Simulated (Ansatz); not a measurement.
## Σ5 (210) boundary in fcc Al with Ti (substitutional): structure and resistance

Aim: the relaxed structure and the specific resistance of the Σ5 (210) boundary in fcc Al with Ti (substitutional).

Main program and level: Ansatz 0.2.0; Ansatz plane-wave DFT, PBE, PAW files; relaxation of a bicrystal slab with its lowest layers held; PAW set soft_1, in the first sound run; inputs show where later runs differ.

**1. The structure**

The cell holds 21 atoms: 20 Al and 1 Ti. Its edges and angles: a = 4.958 Å, b = 4.048 Å, c = 30.008 Å, α = 90.0°, β = 90.0°, γ = 65.9°. It derives from Al. built on the (2 1 0) plane; 2 overlapping atoms removed and the grains opened by 0 Å. Vacuum lies along c.

**2. Relaxing the bicrystal**

The boundary is built by mirroring the lower grain in the boundary plane and removing any atoms that overlap; then the Ti is put in at the boundary. A thin bicrystal slab is relaxed first, with the lowest layers held and the upper grain free to shift and open.

input.yaml reads:

```yaml
crystal:
  lattice:
    - [4.957730497, 0.0, 0.0]
    - [1.6525768323, 3.6952741352, 0.0]
    - [0.0, 0.0, 30.0082257911]
  atoms:
    - { symbol: Al, position: [0.6, 0.7000000001, 0.1666209804] }
    - { symbol: Al, position: [0.2, 0.4000000001, 0.1967844967] }
    - { symbol: Al, position: [0.8, 0.1000000001, 0.226948013] }
    - { symbol: Al, position: [0.4, 0.8000000001, 0.2571115294] }
    - { symbol: Al, position: [1.0, 0.5000000001, 0.2872750457] }
    - { symbol: Al, position: [0.6, 0.2, 0.3174385621] }
    - { symbol: Al, position: [0.2, 0.9, 0.3476020784] }
    - { symbol: Al, position: [0.8, 0.6, 0.3777655948] }
    - { symbol: Al, position: [0.4, 0.3, 0.4079291111] }
    - { symbol: Ti, position: [0.0, 0.0, 0.4380926274] }
    - { symbol: Al, position: [0.8, 0.6, 0.4984196601] }
    - { symbol: Al, position: [0.2, 0.9, 0.5285831765] }
    - { symbol: Al, position: [0.6, 0.2, 0.5587466928] }
    - { symbol: Al, position: [1.0, 0.5000000001, 0.5889102092] }
    - { symbol: Al, position: [0.4, 0.8000000001, 0.6190737255] }
    - { symbol: Al, position: [0.8, 0.1000000001, 0.6492372419] }
    - { symbol: Al, position: [0.2, 0.4000000001, 0.6794007582] }
    - { symbol: Al, position: [0.6, 0.7000000001, 0.7095642745] }
    - { symbol: Al, position: [1.0, 1.0e-10, 0.7397277909] }
    - { symbol: Al, position: [0.4, 0.3000000001, 0.7698913072] }
    - { symbol: Al, position: [0.8, 0.6000000001, 0.8000548236] }
kpoints:
  mp_grid: { grid: [6, 6, 1] }
hamiltonian:
  xc: pbe
  pseudopotentials: { kind: paw, azcp: { folder: soft_1 } }
scf:
  occupations: { method: fermi_dirac, width: 0.1 }
relax:
  f_tol: 0.03
  max_steps: 80
  constraints: [{ sites: [0, 1, 2, 3] }]
```

Command:

```console
> ansatz run input.yaml --threads 4 --pin off --max-ram 15360MiB --backend cpu --events-out ev --progress --plain --runs-dir out
```

Numbers of over 12 decimals in the logs are rounded to 6 here.

Output:

```text
Engine: ansatz 0.2.0, aarch64-unknown-linux-gnu
Pseudopotentials: kind: paw
Pseudopotential: Al, paw, valence charge 3, recommended cutoff 420 eV (normal), soft_1/Al.paw.azcp
Pseudopotential: Ti, paw, valence charge 12, recommended cutoff 420 eV (normal), soft_1/Ti.paw.azcp
Functional definition: PBE
  parameter kappa = 0.804
  parameter beta = 0.066725
  exchange = pbe_x(kappa = kappa, mu = beta*pi^2/3)
  correlation = pbe_c(beta = beta)
Crystal: 21 atoms, lattice volume = 549.756 Å³
Basis set: ecut = 420 eV, 10749 PW (Γ), exchange–correlation on 72×60×432 points (8 copies of the dense FFT grid, shifted against one another)
Bands: 57, of which v1, the nominal top of the filled ones, is band 36 counted from 1 (35 counted from 0)
Symmetry: 2 space group operations
Space group: Cm (ITA 8), of the structure as read, at distance tolerance 8.2e-5 Å
k-points: 13 of 36 (time reversal used)
Non-local potential: Al, projectors of the file, l = 0: 2, l = 1: 2, l = 2: 1
Non-local potential: Ti, projectors of the file, l = 0: 3, l = 1: 2, l = 2: 3, l = 3: 1
PAW form: soft (Blöchl's): semilocal exchange-correlation on the pseudo side does not see the compensation charge
PAW one-centre angular grid: Al, 110 points (default); XC on 64 Gauss nodes
PAW one-centre angular grid: Ti, 590 points (default); XC on 64 Gauss nodes
Initial density: superposition of atomic densities (neutral atoms: chi_scale 0, normalization atom)
Initial wavefunctions: pseudopotential atomic-orbital guess
Functional: x = pbe(κ = 0.804, μ = 0.219515), c = pbe(β = 0.066725)
SCF iter   1: F=—  HF=-13249.485807 eV  |F-HF|=—  |Δ(HF+E_count)|=         —  Δρ=2.33e-2  dr2=5.23e1  ethr=3.10e-3  ⟨swp⟩=9.4  Hψ=4261  notcnv=0  defer=4
preconditioner: auto → LDOS  [metal: Δε(μ)=0.022 eV  Ē_g=5.954 eV  σ=0.100 eV  W_gap=0.06  n_scr=80 (ndim 8)  ℏωp=12.7 eV  f_vac=0.235  D(μ)=11.54/eV (n_scr^D=80)  β→1.0]
SCF iter   2: F=—  HF=-13246.879090 eV  |F-HF|=—  |Δ(HF+E_count)|=    2.61e0  Δρ=8.21e-3  dr2=1.36e0  ethr=3.10e-3  ⟨swp⟩=5.3  Hψ=1969  notcnv=0  defer=21
SCF iter   3: F=—  HF=-13246.842778 eV  |F-HF|=—  |Δ(HF+E_count)|=   3.63e-2  Δρ=2.68e-3  dr2=1.12e-1  ethr=1.89e-3  ⟨swp⟩=3.8  Hψ=1352  notcnv=0  defer=21
SCF iter   4: F=—  HF=-13246.828151 eV  |F-HF|=—  |Δ(HF+E_count)|=   1.46e-2  Δρ=6.64e-4  dr2=5.62e-3  ethr=1.55e-4  ⟨swp⟩=2.9  Hψ=1383  notcnv=0  defer=19
SCF iter   5: F=—  HF=-13246.828545 eV  |F-HF|=—  |Δ(HF+E_count)|=   3.94e-4  Δρ=2.39e-4  dr2=7.35e-4  ethr=7.81e-6  ⟨swp⟩=2.5  Hψ=1193  notcnv=0  defer=17
SCF iter   6: F=-13246.828499 eV  HF=-13246.828506 eV  |F-HF|=6.70e-6  |Δ(HF+E_count)|=   3.96e-5  Δρ=4.36e-5  dr2=2.10e-5  ethr=3.12e-8  ⟨swp⟩=4.3  Hψ=3016  notcnv=0
SCF 1 converged in 6 iterations: F = -13246.828499 eV  dr2 = 2.10e-5
  greatest PAW one-centre occupation: 0.999 electrons in one spin orbital (limit 2), on the Ti atom at site 9 (counted from 0), in its partial waves of l = 0
relax step   1: F+E_penalty+E_count = -13246.82849881 eV  Δ(F+E_penalty+E_count) = +0.000e0 eV  max|allowed force component| = 4.551e-1 eV/Å  Δτ_max = 0.0000 Å  (6 SCF iters, dr2 threshold 2.25e-5 eV, accepted)
Initial density: handed on by an earlier stage of this run
Initial wavefunctions: those handed on with the density
SCF iter   1: F=—  HF=-13247.319013 eV  |F-HF|=—  |Δ(HF+E_count)|=         —  Δρ=1.58e-2  dr2=1.01e1  ethr=3.10e-3  ⟨swp⟩=5.2  Hψ=2318  notcnv=0  defer=7
preconditioner: auto → LDOS  [metal: Δε(μ)=0.022 eV  Ē_g=5.824 eV  σ=0.100 eV  W_gap=0.05  n_scr=80 (ndim 8)  ℏωp=12.7 eV  f_vac=0.247  D(μ)=10.58/eV (n_scr^D=66)  β→1.0]
SCF iter   2: F=—  HF=-13247.088157 eV  |F-HF|=—  |Δ(HF+E_count)|=   2.31e-1  Δρ=2.45e-3  dr2=1.36e-1  ethr=3.10e-3  ⟨swp⟩=1.2  Hψ=862  notcnv=0  defer=11
SCF iter   3: F=—  HF=-13247.082578 eV  |F-HF|=—  |Δ(HF+E_count)|=   5.58e-3  Δρ=1.24e-3  dr2=2.93e-2  ethr=1.89e-4  ⟨swp⟩=2.0  Hψ=1215  notcnv=0  defer=18
SCF iter   4: F=—  HF=-13247.079203 eV  |F-HF|=—  |Δ(HF+E_count)|=   3.37e-3  Δρ=2.14e-4  dr2=5.51e-4  ethr=4.07e-5  ⟨swp⟩=1.7  Hψ=933  notcnv=0  defer=18
SCF iter   5: F=—  HF=-13247.079380 eV  |F-HF|=—  |Δ(HF+E_count)|=   1.77e-4  Δρ=6.74e-5  dr2=4.37e-5  ethr=7.66e-7  ⟨swp⟩=2.2  Hψ=1165  notcnv=0  defer=18
SCF iter   6: F=-13247.079375 eV  HF=-13247.079378 eV  |F-HF|=2.70e-6  |Δ(HF+E_count)|=   2.78e-6  Δρ=2.07e-5  dr2=3.96e-6  ethr=1.80e-8  ⟨swp⟩=5.2  Hψ=2447  notcnv=0
SCF 2 converged in 6 iterations: F = -13247.079375 eV  dr2 = 3.96e-6
relax step   2: F+E_penalty+E_count = -13247.07937483 eV  Δ(F+E_penalty+E_count) = -2.509e-1 eV  max|allowed force component| = 2.652e-1 eV/Å  Δτ_max = 0.1938 Å  (6 SCF iters, dr2 threshold 1.29e-5 eV, accepted)
iter 1 solved again at ethr=2.12e-3 eV; its pass at ethr=3.10e-3 eV (dr2=1.52e0 eV) is discarded
SCF iter   1: F=—  HF=-13247.285171 eV  |F-HF|=—  |Δ(HF+E_count)|=         —  Δρ=6.88e-3  dr2=1.99e0  ethr=2.12e-3  ⟨swp⟩=1.2  Hψ=2824  notcnv=0  defer=11
preconditioner: auto → LDOS  [metal: Δε(μ)=0.018 eV  Ē_g=5.853 eV  σ=0.100 eV  W_gap=0.04  n_scr=80 (ndim 8)  ℏωp=12.7 eV  f_vac=0.249  D(μ)=10.00/eV (n_scr^D=66)  β→1.0]
SCF iter   2: F=—  HF=-13247.229408 eV  |F-HF|=—  |Δ(HF+E_count)|=   5.58e-2  Δρ=1.20e-3  dr2=1.46e-2  ethr=2.12e-3  ⟨swp⟩=1.0  Hψ=726  notcnv=0  defer=11
SCF iter   3: F=—  HF=-13247.226266 eV  |F-HF|=—  |Δ(HF+E_count)|=   3.14e-3  Δρ=5.01e-4  dr2=3.29e-3  ethr=2.03e-5  ⟨swp⟩=2.8  Hψ=1411  notcnv=0  defer=15
SCF iter   4: F=—  HF=-13247.225637 eV  |F-HF|=—  |Δ(HF+E_count)|=   6.29e-4  Δρ=1.33e-4  dr2=2.22e-4  ethr=4.56e-6  ⟨swp⟩=2.2  Hψ=1174  notcnv=0  defer=15
SCF iter   5: F=—  HF=-13247.225632 eV  |F-HF|=—  |Δ(HF+E_count)|=   4.67e-6  Δρ=3.35e-5  dr2=7.31e-6  ethr=3.08e-7  ⟨swp⟩=2.0  Hψ=1193  notcnv=0  defer=15
SCF iter   6: F=-13247.225631 eV  HF=-13247.225632 eV  |F-HF|=5.09e-7  |Δ(HF+E_count)|=   6.20e-7  Δρ=6.12e-6  dr2=7.03e-7  ethr=6.10e-9  ⟨swp⟩=5.0  Hψ=2286  notcnv=0
SCF 3 converged in 6 iterations: F = -13247.225631 eV  dr2 = 7.03e-7
relax step   3: F+E_penalty+E_count = -13247.22563131 eV  Δ(F+E_penalty+E_count) = -1.463e-1 eV  max|allowed force component| = 2.425e-1 eV/Å  Δτ_max = 0.1948 Å  (6 SCF iters, dr2 threshold 4.39e-6 eV, accepted)
[...]
relax step   4: F+E_penalty+E_count = -13247.32006618 eV  Δ(F+E_penalty+E_count) = -9.443e-2 eV  max|allowed force component| = 1.669e-1 eV/Å  Δτ_max = 0.1949 Å  (5 SCF iters, dr2 threshold 2.00e-5 eV, accepted)
[...]
relax step   5: F+E_penalty+E_count = -13247.38508431 eV  Δ(F+E_penalty+E_count) = -6.502e-2 eV  max|allowed force component| = 1.164e-1 eV/Å  Δτ_max = 0.2000 Å  (5 SCF iters, dr2 threshold 1.32e-5 eV, accepted)
[...]
relax step   6: F+E_penalty+E_count = -13247.41431463 eV  Δ(F+E_penalty+E_count) = -2.923e-2 eV  max|allowed force component| = 6.978e-2 eV/Å  Δτ_max = 0.1930 Å  (5 SCF iters, dr2 threshold 6.42e-6 eV, accepted)
[...]
relax step   7: F+E_penalty+E_count = -13247.43840329 eV  Δ(F+E_penalty+E_count) = -2.409e-2 eV  max|allowed force component| = 9.221e-2 eV/Å  Δτ_max = 0.2000 Å  (6 SCF iters, dr2 threshold 1.75e-6 eV, accepted)
[...]
relax step   8: F+E_penalty+E_count = -13247.44909319 eV  Δ(F+E_penalty+E_count) = -1.069e-2 eV  max|allowed force component| = 4.331e-2 eV/Å  Δτ_max = 0.1430 Å  (6 SCF iters, dr2 threshold 3.05e-6 eV, accepted)
SCF iter   1: F=—  HF=-13247.452518 eV  |F-HF|=—  |Δ(HF+E_count)|=         —  Δρ=1.04e-3  dr2=4.60e-2  ethr=1.27e-4  ⟨swp⟩=2.0  Hψ=1610  notcnv=0  defer=16
preconditioner: auto → LDOS  [metal: Δε(μ)=0.045 eV  Ē_g=5.963 eV  σ=0.100 eV  W_gap=0.11  n_scr=80 (ndim 8)  ℏωp=12.7 eV  f_vac=0.263  D(μ)=9.65/eV (n_scr^D=58)  β→1.0]
SCF iter   2: F=—  HF=-13247.450524 eV  |F-HF|=—  |Δ(HF+E_count)|=   1.99e-3  Δρ=2.54e-4  dr2=1.24e-3  ethr=6.39e-5  ⟨swp⟩=1.1  Hψ=859  notcnv=0  defer=16
SCF iter   3: F=—  HF=-13247.450350 eV  |F-HF|=—  |Δ(HF+E_count)|=   1.73e-4  Δρ=6.90e-5  dr2=8.86e-5  ethr=1.72e-6  ⟨swp⟩=2.6  Hψ=1332  notcnv=0  defer=16
SCF iter   4: F=—  HF=-13247.450325 eV  |F-HF|=—  |Δ(HF+E_count)|=   2.54e-5  Δρ=1.76e-5  dr2=6.36e-6  ethr=1.23e-7  ⟨swp⟩=2.0  Hψ=1016  notcnv=0  defer=16
SCF iter   5: F=-13247.450325 eV  HF=-13247.450325 eV  |F-HF|=5.11e-8  |Δ(HF+E_count)|=   7.05e-8  Δρ=3.79e-6  dr2=9.79e-8  ethr=1.39e-10  ⟨swp⟩=4.9  Hψ=3098  notcnv=0
SCF 9 converged in 5 iterations: F = -13247.450325 eV  dr2 = 9.79e-8
relax step   9: F+E_penalty+E_count = -13247.45032504 eV  Δ(F+E_penalty+E_count) = -1.232e-3 eV  max|allowed force component| = 2.241e-2 eV/Å  Δτ_max = 0.0246 Å  (5 SCF iters, accepted)
SCF converged after 5 iterations
Free energy (F): -13247.450325 eV
Harris-Foulkes:  -13247.450325 eV  (|F-HF|=5.11e-8)
Internal energy: -13247.126540 eV  (E = F + TS)
E sigma→0 (E₀):  -13247.288432 eV
Entropy (-TS):   -0.323785 eV (-15.418 meV/atom)
Fermi energy:    3.626439 eV
--- Per-component energies (eV) ---
  E_band       = -304.825174
  E_kinetic    = 715.299021
  E_local      = -20674.037413  (includes V_loc(G=0)·N_el)
  E_nonlocal   = 263.836099
  E_hartree    = 10175.022590
  E_xc         = -860.366059
  E_vxc        = -715.966606  (∫ρ·V_xc dr)
  E_paw        = -10430.504125  (= ΣΔE_a)
  E_vpaw       = -243.990531  (= ΣTr[D̂ρ^β])
  E_aug_tail   = -0.000115  (compensation charges beyond the density's cutoff)
  E_ewald      = 7563.623461
  E_smearing   = -0.323785  (= −TS)
  E_closure    = 0.000000  (closes the sum)
  Σ components = -13247.450325   (vs F -13247.450325, Δ=0.00e0)
--- Forces (eV/Å), atoms counted from 1 ---
  atom   1  Al    -0.09282439     0.04151233     0.25485576
  atom   2  Al     0.03736038    -0.01670807    -0.21338561
  atom   3  Al    -0.02908572     0.01300753     0.02388768
  atom   4  Al     0.05364697    -0.02399166    -0.08855917
  atom   5  Al     0.00046902    -0.00020975     0.01881062
  atom   6  Al     0.00073249    -0.00032758    -0.00420562
  atom   7  Al     0.00481601    -0.00215378    -0.00143959
  atom   8  Al     0.01233307    -0.00551552    -0.01660535
  atom   9  Al    -0.01859462     0.00831577    -0.01893146
  atom  10  Ti     0.00131593    -0.00058850     0.01080974
  atom  11  Al     0.00333873    -0.00149313     0.02139411
  atom  12  Al     0.00297552    -0.00133069     0.02241039
  atom  13  Al     0.00610606    -0.00273071    -0.01226511
  atom  14  Al     0.00357259    -0.00159771     0.01968433
  atom  15  Al     0.00090323    -0.00040394    -0.00289142
  atom  16  Al     0.00786729    -0.00351836    -0.00273351
  atom  17  Al    -0.00742032     0.00331847    -0.02138302
  atom  18  Al     0.00505504    -0.00226068    -0.01642663
  atom  19  Al     0.00293980    -0.00131472    -0.00160229
  atom  20  Al     0.00377104    -0.00168646     0.01352816
  atom  21  Al     0.00076113    -0.00034039     0.01506105
  max |Σ_I F_I| component: 3.93e-5 eV/Å
--- Relaxed structure (9 steps of the walk, 9 accepted, 0 SCFs on fresh bases) ---
  F+E_penalty+E_count = -13247.45032504 eV   max|allowed force component| = 2.241e-2 eV/Å
  atoms:
    - { symbol: Al, position: [0.600000, 0.700000, 0.166621] }
    - { symbol: Al, position: [0.200000, 0.4, 0.1967844967] }
    - { symbol: Al, position: [0.800000, 0.100000, 0.226948] }
    - { symbol: Al, position: [0.400000, 0.800000, 0.2571115294] }
    - { symbol: Al, position: [1.015024, 0.492488, 0.286696] }
    - { symbol: Al, position: [0.622922, 0.188539, 0.318680] }
    - { symbol: Al, position: [0.229830, 0.885085, 0.346988] }
    - { symbol: Al, position: [0.825451, 0.587274, 0.376395] }
    - { symbol: Al, position: [0.416360, 0.291820, 0.411935] }
    - { symbol: Ti, position: [0.00786315, -0.00393157, 0.432314] }
    - { symbol: Al, position: [0.642094, 0.678953, 0.464744] }
    - { symbol: Al, position: [0.178199, 0.910901, 0.518195] }
    - { symbol: Al, position: [0.596949, 0.201526, 0.533074] }
    - { symbol: Al, position: [0.975408, 0.512296, 0.573200] }
    - { symbol: Al, position: [0.384052, 0.807974, 0.603309] }
    - { symbol: Al, position: [0.770406, 0.114797, 0.632120] }
    - { symbol: Al, position: [0.170566, 0.414717, 0.662766] }
    - { symbol: Al, position: [0.555865, 0.722068, 0.693374] }
    - { symbol: Al, position: [0.953646, 0.023177, 0.723106] }
    - { symbol: Al, position: [0.342018, 0.328991, 0.758239] }
    - { symbol: Al, position: [0.737410, 0.631295, 0.780587] }
```

Run time: 2.1 min. Hardware: 4 threads of Arm Neoverse N1, shared host; peak memory 1.1 GiB; 7.9 min of CPU time.

The steps of the relaxation:

| step | energy less that of the first step (eV) | largest force component (eV/Å) |
| --- | --- | --- |
| 1 | 0.0000 | 0.4551 |
| 2 | -0.2509 | 0.2652 |
| 3 | -0.3971 | 0.2425 |
| 4 | -0.4916 | 0.1669 |
| 5 | -0.5566 | 0.1164 |
| 6 | -0.5858 | 0.0698 |
| 7 | -0.6099 | 0.0922 |
| 8 | -0.6206 | 0.0433 |
| 9 | -0.6218 | 0.0224 |

Forces are held to the 2 operations that the run works with; a distortion that breaks them can't arise in this run.

The atoms that moved most (Å):

| atom | dx | dy | dz | length |
| --- | --- | --- | --- | --- |
| Al11 | -0.652 | 0.292 | -1.011 | 1.238 |
| Al13 | -0.013 | 0.006 | -0.770 | 0.771 |
| Al21 | -0.259 | 0.116 | -0.584 | 0.649 |
| Al19 | -0.192 | 0.086 | -0.499 | 0.541 |
| Al16 | -0.122 | 0.055 | -0.514 | 0.531 |
| Al18 | -0.182 | 0.082 | -0.486 | 0.525 |
| Al17 | -0.122 | 0.054 | -0.499 | 0.517 |
| Al14 | -0.102 | 0.045 | -0.471 | 0.484 |

This step gave:

```
free energy             : -13247.4503 eV
energy at zero smearing : -13247.2884 eV
Fermi energy            : 3.626 eV
```

The largest force component on a free atom ends at 0.022 eV/Å, under the tolerance of 0.03, after 9 steps.

[end of part 1 of 2]

[Logs are printed without paths, hosts, clocks, repeated set-up lines and the standing remarks that a program may print on its own settings, such as how far it seeks lower states.]

[Hosts, paths, dates, database ids (printed as entryN), source tags and the programs' standing remarks are cut or masked in the printed files.]
